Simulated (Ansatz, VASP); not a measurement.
**Two plane-wave programs on Li4F**

INCAR

```
PREC     = Accurate       # precision mode
ENCUT    = 520            # plane-wave cutoff, eV
EDIFF    = 1E-6           # SCF threshold, eV
ISMEAR   = 0              # smearing method
SIGMA    = 0.1            # smearing width, eV
LREAL    = F              # projectors in reciprocal space
LASPH    = T              # aspherical terms in the spheres
NELM     = 150            # most SCF steps
ALGO     = Normal         # electronic algorithm
ISIF     = 2              # what is computed and relaxed
LWAVE    = F              # write WAVECAR
LCHARG   = T              # write CHGCAR
ISPIN    = 2              # spin polarisation
MAGMOM   = 0 0 0 0 1      # initial moments
LORBIT   = 11             # projections on sites
GGA      = PE             # functional
LELF     = T              # ELF
LVHAR    = T            
NBANDS   = 22             # bands
```

Contents of KPOINTS:

```
Automatic mesh
0
Gamma
  4 4 4
```

Contents of POSCAR:

```
Li4F
1.0
    4.2670661488      0.0000000000      0.0000000000
    0.0000000000      4.2670661488      0.0000000000
    0.0000000000      0.0000000000      4.2670661488
Li F
4 1
Direct
    0.5000000000      0.5000000000      0.5000000000
    0.5000000000      0.0000000000      0.0000000000
    0.0000000000      0.5000000000      0.0000000000
    0.0000000000      0.0000000000      0.5000000000
    0.0000000000      0.0000000000      0.0000000000
```

Input for Ansatz:

```yaml
crystal:
  lattice:
    - [4.2670661488, 0.0, 0.0]
    - [0.0, 4.2670661488, 0.0]
    - [0.0, 0.0, 4.2670661488]
  atoms:
    - { symbol: Li, position: [0.5, 0.5, 0.5] }
    - { symbol: Li, position: [0.5, 0.0, 0.0] }
    - { symbol: Li, position: [0.0, 0.5, 0.0] }
    - { symbol: Li, position: [0.0, 0.0, 0.5] }
    - { symbol: F, position: [0.0, 0.0, 0.0], spin: 1.0 }
basis:
  ecutwfc: 420
kpoints:
  mp_grid: { grid: [4, 4, 4] }
hamiltonian:
  xc: pbe
scf:
  occupations: { method: gaussian, width: 0.1 }
  lower_state_search: "off"
output:
  forces: true
  stress: true
  eigenvalues: true
  populations: true
magnetization:
  spin_polarized: true
```

Alike in both runs: task single point; functional PBE; k mesh 4 × 4 × 4; occupations gaussian, width 0.1 eV; collinear spin.

|  | VASP | Ansatz |
| --- | --- | --- |
| version | VASP 6.6.1 | Ansatz 0.2.0 |
| potentials or method | VASP PAW PBE potentials, release 64 (Li_sv, F) | scalar-relativistic, plane waves, PAW |
| plane-wave cutoff (eV) | 520 | 420 |
| valence electrons in the cell | 19 | 19 |

```csv
,VASP,Ansatz,Ansatz less VASP
gap on the k mesh at the Fermi level (eV),none,none,-
net moment per atom (μB),0.00,0.00,0.000
```

A gap of «none» marks a metal or a gap that the smearing closes. Ansatz warned: «seeded_moment_not_kept».

Caveats: the k mesh is coarse (spacing up to 0.37 Å⁻¹), so the values aren't converged.
